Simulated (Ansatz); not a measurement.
# MoS2 in Ansatz: relaxation of the atoms with PBE

Aim: the relaxation of the atoms of MoS2 with PBE.

Everything below comes from runs of Ansatz 0.2.0. Logs are shortened: lines on timing, memory, paths and dates and some standing lists are left out, and cuts for length are marked.

## 1. The cell of the first run

The cell holds a slab with vacuum, 9 atoms: a = 3.184 Å, b = 3.198 Å, c = 28.387 Å, α = 90.00°, β = 90.00°, γ = 120.43°.

## 2. Relaxation of the atoms, PBE (strained by -1 %)

input.yaml reads:

```yaml
crystal:
  lattice:
    - [3.1840155185, -0.0159200776, 0.0]
    - [-1.6057949508, 2.7653983638, 0.0]
    - [0.0, 0.0, 28.3873198]
  atoms:
    - { symbol: Mo, position: [0.3333333333, 0.6666666667, 0.22816477] }
    - { symbol: Mo, position: [0.3333333333, 0.6666666667, 0.77183523] }
    - { symbol: Mo, position: [0.6666666667, 0.3333333333, 0.0] }
    - { symbol: S, position: [0.6666666667, 0.3333333333, 0.17349309] }
    - { symbol: S, position: [0.6666666667, 0.3333333333, 0.71718751] }
    - { symbol: S, position: [0.3333333333, 0.6666666667, 0.94533412] }
    - { symbol: S, position: [0.6666666667, 0.3333333333, 0.28281249] }
    - { symbol: S, position: [0.6666666667, 0.3333333333, 0.82650691] }
    - { symbol: S, position: [0.3333333333, 0.6666666667, 0.05466588] }
hamiltonian:
  xc: pbe
  pseudopotentials: { kind: paw }
kpoints:
  mp_grid: { grid: [7, 7, 1] }
scf:
  occupations: { method: fermi_dirac, width: 0.05 }
output:
  forces: true
  stress: true
  eigenvalues: true
relax:
  f_tol: 0.01
  max_steps: 40
```

Potentials or basis: Ansatz PAW.

On the command line:

```bash
$ ansatz run input.yaml --threads 4 --pin off --max-ram 11264MiB --backend cpu --events-out ev --progress --plain --runs-dir out
```

Log:

```text
Warning: output.stress: scf.convergence.dr2_threshold = 1e-7 eV (the SCF's general default) is looser than the 9e-10 eV advised for a printed stress (1e-10 eV for each atom of the cell: 9). What an SCF threshold leaves in a stress goes as its square root, and in the free energy as the threshold itself, and one threshold admits the most on a small cell: of the crystals measured, under no hybrid functional and no lock of the moments, on runs that ended without the residual-converged pass, on stresses that held no estimate of that error, the worst erred by over 100 MPa in a component at 1e-7 eV an atom and by under 5 at 1e-10. Every solve of this run answers to scf.convergence.dr2_threshold, and the tensor of one is reported: a single SCF on the reported geometry and on this run's grids (its basis.xc_grid and basis.ecutrho_ratio typed), with scf.convergence.dr2_threshold at 9e-10 eV or tighter, prints it and tightens no other solve. Else set scf.convergence.dr2_threshold to 9e-10 eV or tighter. The threshold is an SCF's pass mark: one that does not reach it within its budget of iterations ends unconverged, or closes short of it on a stop that the run arms, and scf.convergence.dr2_threshold's page says what that costs each kind of run
Warning: RAYON_NUM_THREADS=4 ignored (pool sized by the plan → 4); use --threads N
Engine: ansatz 0.2.0, aarch64-unknown-linux-gnu
Pseudopotentials: kind: paw
Pseudopotential: Mo, paw, valence charge 14, recommended cutoff 420 eV (normal), Mo.paw.azcp
Pseudopotential: S, paw, valence charge 6, recommended cutoff 420 eV (normal), S.paw.azcp
Functional definition: PBE
  parameter kappa = 0.804
  parameter beta = 0.06672455060314922
  exchange = pbe_x(kappa = kappa, mu = beta*pi^2/3)
  correlation = pbe_c(beta = beta)
Crystal: 9 atoms, lattice volume = 249.227 Å³
Basis set: ecut = 420 eV, 4887 PW (Γ), exchange–correlation on 48×48×384 points (8 copies of the dense FFT grid, shifted against one another)
Bands: 48, of which v1, the nominal top of the filled ones, is band 39 counted from 1 (38 counted from 0)
Symmetry: 2 space group operations
Space group: Pm (ITA 6), of the structure as read, at distance tolerance 6.3e-5 Å
k-points: 25 of 49 (time reversal used)
Non-local potential: Mo, projectors of the file, l = 0: 3, l = 1: 2, l = 2: 2, l = 3: 1
Non-local potential: S, projectors of the file, l = 0: 2, l = 1: 2, l = 2: 2
PAW form: soft (Blöchl's): semilocal exchange-correlation on the pseudo side does not see the compensation charge
PAW one-centre angular grid: Mo, 590 points (default); XC on 64 Gauss nodes
PAW one-centre angular grid: S, 110 points (default); XC on 64 Gauss nodes
Initial density: superposition of atomic densities (neutral atoms: chi_scale 0, normalization atom), corrected by the library's trained network
Initial wavefunctions: pseudopotential atomic-orbital guess
Functional: x = pbe(κ = 0.804, μ = 0.2195149727645171), c = pbe(β = 0.06672455060314922)
SCF iter   1: F=—  HF=-20288.399506 eV  |F-HF|=—  |Δ(HF+E_count)|=         —  Δρ=4.54e-3  dr2=6.75e-2  ethr=1.77e-3  ⟨swp⟩=9.8  Hψ=5858  notcnv=0
preconditioner: auto → Resta (q_TF=auto, 2.248 Å⁻¹)  ε∞=6.0  [insulator: Δε(μ)=1.326 eV  Ē_g=7.704 eV  σ=0.050 eV  W_gap=1.00  n_scr=20 (ndim 8)  ℏωp=17.3 eV  f_vac=0.330  D(μ)=0.00/eV (n_scr^D=0)  ε∞_Penn≈6.0  vacuum switching on, ρ_ref=4.3e-3 e/Å³]
SCF iter   2: F=—  HF=-20288.409991 eV  |F-HF|=—  |Δ(HF+E_count)|=   1.05e-2  Δρ=2.54e-3  dr2=7.22e-3  ethr=8.66e-5  ⟨swp⟩=2.0  Hψ=1937  notcnv=0  defer=19
SCF iter   3: F=—  HF=-20288.415169 eV  |F-HF|=—  |Δ(HF+E_count)|=   5.18e-3  Δρ=1.37e-3  dr2=1.85e-3  ethr=9.26e-6  ⟨swp⟩=2.1  Hψ=1730  notcnv=0  defer=19
SCF iter   4: F=—  HF=-20288.417703 eV  |F-HF|=—  |Δ(HF+E_count)|=   2.53e-3  Δρ=2.17e-4  dr2=2.67e-4  ethr=2.37e-6  ⟨swp⟩=2.0  Hψ=1808  notcnv=0  defer=19
SCF iter   5: F=—  HF=-20288.417682 eV  |F-HF|=—  |Δ(HF+E_count)|=   2.11e-5  Δρ=7.61e-5  dr2=2.56e-5  ethr=3.42e-7  ⟨swp⟩=2.5  Hψ=1758  notcnv=0  defer=22
SCF iter   6: F=—  HF=-20288.417696 eV  |F-HF|=—  |Δ(HF+E_count)|=   1.37e-5  Δρ=2.89e-5  dr2=4.44e-6  ethr=3.28e-8  ⟨swp⟩=2.1  Hψ=1814  notcnv=0  defer=22
SCF iter   7: F=-20288.417695 eV  HF=-20288.417696 eV  |F-HF|=2.97e-7  |Δ(HF+E_count)|=   2.73e-7  Δρ=1.17e-5  dr2=7.36e-7  ethr=3.21e-9  ⟨swp⟩=9.4  Hψ=5451  notcnv=0
SCF 1 converged in 7 iterations: F = -20288.417695 eV  dr2 = 7.36e-7
relax step   1: F+E_penalty+E_count = -20288.41769532 eV  Δ(F+E_penalty+E_count) = +0.000e0 eV  max|allowed force component| = 2.166e-1 eV/Å  Δτ_max = 0.0000 Å  (7 SCF iters, dr2 threshold 2.50e-6 eV, accepted)
Initial density: handed on by an earlier stage of this run
Initial wavefunctions: those handed on with the density
iter 1 solved again at ethr=5.70e-4 eV; its pass at ethr=3.10e-3 eV (dr2=4.44e-1 eV) is discarded
SCF iter   1: F=—  HF=-20288.517520 eV  |F-HF|=—  |Δ(HF+E_count)|=         —  Δρ=1.54e-2  dr2=4.39e-1  ethr=5.70e-4  ⟨swp⟩=1.0  Hψ=5270  notcnv=0  defer=18
preconditioner: auto → Resta (q_TF=auto, 2.248 Å⁻¹)  ε∞=6.1  [insulator: Δε(μ)=1.466 eV  Ē_g=7.682 eV  σ=0.050 eV  W_gap=1.00  n_scr=20 (ndim 8)  ℏωp=17.3 eV  f_vac=0.324  D(μ)=0.00/eV (n_scr^D=0)  ε∞_Penn≈6.1  vacuum switching on, ρ_ref=4.3e-3 e/Å³]
SCF iter   2: F=—  HF=-20288.451738 eV  |F-HF|=—  |Δ(HF+E_count)|=   6.58e-2  Δρ=7.98e-3  dr2=1.08e-1  ethr=5.63e-4  ⟨swp⟩=2.0  Hψ=1625  notcnv=0  defer=18
[... 75 lines left out ...]
SCF iter   5: F=—  HF=-20288.454053 eV  |F-HF|=—  |Δ(HF+E_count)|=   7.70e-6  Δρ=1.55e-4  dr2=1.50e-4  ethr=2.17e-7  ⟨swp⟩=3.1  Hψ=2153  notcnv=0  defer=28
SCF iter   6: F=—  HF=-20288.454041 eV  |F-HF|=—  |Δ(HF+E_count)|=   1.25e-5  Δρ=5.03e-5  dr2=1.81e-5  ethr=1.92e-7  ⟨swp⟩=2.0  Hψ=1378  notcnv=0  defer=28
SCF iter   7: F=—  HF=-20288.453940 eV  |F-HF|=—  |Δ(HF+E_count)|=   1.01e-4  Δρ=9.46e-6  dr2=1.56e-6  ethr=2.32e-8  ⟨swp⟩=2.0  Hψ=1601  notcnv=0  defer=28
SCF iter   8: F=—  HF=-20288.453940 eV  |F-HF|=—  |Δ(HF+E_count)|=   2.96e-7  Δρ=3.34e-6  dr2=1.38e-7  ethr=2.00e-9  ⟨swp⟩=2.0  Hψ=1683  notcnv=0  defer=28
SCF iter   9: F=-20288.453940 eV  HF=-20288.453940 eV  |F-HF|=1.17e-8  |Δ(HF+E_count)|=   2.79e-8  Δρ=1.43e-6  dr2=1.64e-8  ethr=1.28e-10  ⟨swp⟩=9.5  Hψ=5106  notcnv=0
SCF 8 converged in 9 iterations: F = -20288.453940 eV  dr2 = 1.64e-8
relax step   8: F+E_penalty+E_count = -20288.45393986 eV  Δ(F+E_penalty+E_count) = -8.284e-5 eV  max|allowed force component| = 2.999e-4 eV/Å  Δτ_max = 0.0626 Å  (9 SCF iters, accepted)
SCF converged after 9 iterations
Free energy (F): -20288.453940 eV
Harris-Foulkes:  -20288.453940 eV  (|F-HF|=1.17e-8)
Internal energy: -20288.453940 eV  (E = F + TS)
E sigma→0 (E₀):  -20288.453940 eV
Entropy (-TS):   -0.000000 eV (-0.000 meV/atom)
Fermi energy:    5.444778 eV
--- Per-component energies (eV) ---
  E_band       = -914.424804
  E_kinetic    = 1964.796518
  E_local      = -27053.404531  (includes V_loc(G=0)·N_el)
  E_nonlocal   = 597.193198
  E_hartree    = 12624.961768
  E_xc         = -1134.173646
  E_vxc        = -1213.122490  (∫ρ·V_xc dr)
  E_paw        = -13204.416344  (= ΣΔE_a)
  E_vpaw       = -459.809648  (= ΣTr[D̂ρ^β])
  E_aug_tail   = 0.000126  (compensation charges beyond the density's cutoff)
  E_ewald      = 5916.588971
  E_smearing   = -0.000000  (= −TS)
  E_closure    = -0.000000  (closes the sum)
  Σ components = -20288.453940   (vs F -20288.453940, Δ=0.00e0)
--- Forces (eV/Å), atoms counted from 1 ---
  atom   1  Mo     0.00000026    -0.00000447     0.00008838
  atom   2  Mo     0.00000026    -0.00000447    -0.00008838
  atom   3  Mo    -0.00000268     0.00000478     0.00000000
  atom   4  S      0.00000324     0.00000223     0.00029990
  atom   5  S      0.00000577     0.00000225     0.00010990
  atom   6  S     -0.00000842    -0.00000233     0.00006379
  atom   7  S      0.00000577     0.00000225    -0.00010990
  atom   8  S      0.00000324     0.00000223    -0.00029990
  atom   9  S     -0.00000842    -0.00000233    -0.00006379
  max |Σ_I F_I| component: 9.63e-7 eV/Å
--- Stress (GPa, compression-positive) ---
        0.054846       0.524819      -0.000000
        0.524819       0.064890      -0.000000
       -0.000000      -0.000000       0.001424
  P = ⅓ Tr σ = 0.0404 GPa (0.404 kbar)
--- Band table (eV; the first three rows and the last of 25) ---
  k-point 0: bands = ["-56.3810", "-56.3805", "-56.3805", "-30.5157", "-30.5151", "-30.5151", "-30.3190", "-30.3185", "-30.3185", "-30.3030", "-30.3025", "-30.3025", "-9.5945", "-9.5868", "-9.5797", "-8.2966", "-8.2826", "-8.2695", "-1.1660", "-1.1040", "-1.0422", "1.8324", "1.8330", "1.8330", "1.9385", "1.9391", "1.9391", "2.5126", "2.7134", "2.9262", "2.9582", "2.9597", "2.9659", "3.0212", "3.0225", "3.0248", "4.3633", "4.5130", "4.6493", "7.2201", "7.2213", "7.2217", "7.2750", "7.2761", "7.2765", "7.4472", "7.4516", "7.4553"]
  k-point 1: bands = ["-56.3741", "-56.3735", "-56.3735", "-30.5017", "-30.5012", "-30.5012", "-30.3827", "-30.3822", "-30.3822", "-30.3267", "-30.3262", "-30.3262", "-9.3020", "-9.2944", "-9.2875", "-8.1750", "-8.1624", "-8.1506", "-0.8472", "-0.7869", "-0.7266", "1.2930", "1.2948", "1.2964", "1.6970", "1.7758", "1.8463", "2.1893", "2.1902", "2.1905", "2.5642", "2.5655", "2.5664", "3.3312", "3.4245", "3.5380", "4.2255", "4.3112", "4.3826", "6.8163", "6.8835", "6.9646", "7.0189", "7.0672", "7.0885", "7.1918", "7.1971", "7.2020"]
  k-point 2: bands = ["-56.3583", "-56.3578", "-56.3578", "-30.5390", "-30.5385", "-30.5385", "-30.4702", "-30.4697", "-30.4697", "-30.3636", "-30.3631", "-30.3631", "-8.5654", "-8.5588", "-8.5529", "-7.8721", "-7.8631", "-7.8550", "-0.5674", "-0.5372", "-0.5081", "0.5914", "0.6032", "0.6403", "0.6484", "0.6850", "0.7007", "1.8453", "1.8470", "1.8482", "2.8918", "2.8940", "2.8956", "2.9712", "3.0381", "3.1069", "3.6062", "3.6226", "3.6357", "6.5960", "6.7002", "6.7567", "6.7652", "6.7653", "6.8229", "7.5114", "7.6076", "7.7008"]
  k-point 24: bands = ["-56.3481", "-56.3475", "-56.3475", "-30.6035", "-30.6030", "-30.6030", "-30.4500", "-30.4494", "-30.4494", "-30.4223", "-30.4217", "-30.4217", "-8.0246", "-8.0196", "-8.0152", "-7.6387", "-7.6326", "-7.6275", "-0.7114", "-0.6968", "-0.6830", "0.0259", "0.0322", "0.0375", "0.7187", "0.7462", "0.7740", "1.2148", "1.2456", "1.2729", "2.3557", "2.3611", "2.3659", "3.0141", "3.0339", "3.0530", "3.7854", "3.7886", "3.7908", "6.5452", "6.6252", "6.7046", "7.0290", "7.0373", "7.0512", "7.5776", "7.6514", "7.7188"]
--- Relaxed structure (8 steps of the walk, 8 accepted, 0 SCFs on fresh bases) ---
  F+E_penalty+E_count = -20288.45393986 eV   max|allowed force component| = 2.999e-4 eV/Å
  atoms:
    - { symbol: Mo, position: [0.33306934553233597, 0.6666600942190638, 0.25999515459733535] }
    - { symbol: Mo, position: [0.333069345532336, 0.6666600942190638, 0.7400048454026646] }
    - { symbol: Mo, position: [0.6678406939803925, 0.33336246918388207, 5.3236805856400906e-20] }
    - { symbol: S, position: [0.6654330706415624, 0.33330280358052483, 0.20493760098105332] }
    - { symbol: S, position: [0.6654332471127327, 0.333302739345736, 0.6849501493535137] }
    - { symbol: S, position: [0.3354773230731729, 0.6667197949127343, 0.9449433561848429] }
    - { symbol: S, position: [0.6654332471127326, 0.333302739345736, 0.31504985064648655] }
    - { symbol: S, position: [0.6654330706415624, 0.33330280358052483, 0.7950623990189466] }
    - { symbol: S, position: [0.3354773230731729, 0.6667197949127343, 0.0550566438151571] }
```

Wall time 73 s (4 threads of Arm Neoverse V1, shared host); peak memory 0.69 GiB.

Results:

- Free energy: -20288.4539 eV
- Energy gained by relaxing: 4.0 meV/atom
- Ionic steps: 8
- Band gap on the k mesh: 1.73 eV, indirect (least direct gap 2.10 eV)

The path:
| step | energy change (eV) | largest force (eV/Å) |
| --- | --- | --- |
| 1 | 0.0000 | 0.2190 |
| 2 | -0.0200 | 0.0833 |
| 3 | -0.0291 | 0.0374 |
| 4 | -0.0339 | 0.0058 |
| 5 | -0.0339 | 0.0058 |
| 6 | -0.0357 | 0.0015 |
| 7 | -0.0362 | 0.0009 |
| 8 | -0.0362 | 0.0003 |

Final structure:
```yaml
crystal:
  lattice:
    - [3.18402, -0.01592, 0.00000]
    - [-1.60579, 2.76540, 0.00000]
    - [0.00000, 0.00000, 28.38732]
  atoms:
    - { symbol: Mo, position: [0.33307, 0.66666, 0.26000] }
    - { symbol: Mo, position: [0.33307, 0.66666, 0.74000] }
    - { symbol: Mo, position: [0.66784, 0.33336, 0.00000] }
    - { symbol: S, position: [0.66543, 0.33330, 0.20494] }
    - { symbol: S, position: [0.66543, 0.33330, 0.68495] }
    - { symbol: S, position: [0.33548, 0.66672, 0.94494] }
    - { symbol: S, position: [0.66543, 0.33330, 0.31505] }
    - { symbol: S, position: [0.66543, 0.33330, 0.79506] }
    - { symbol: S, position: [0.33548, 0.66672, 0.05506] }
```

Caveat: odd divisions of the mesh miss points on the zone boundary, where band edges often lie, so the gap on the mesh can be too wide; without dispersion, layers of such crystals drift apart on relaxing, which shifts levels and gaps; volumes and pressures include the vacuum; the thresholds are loose for stress.
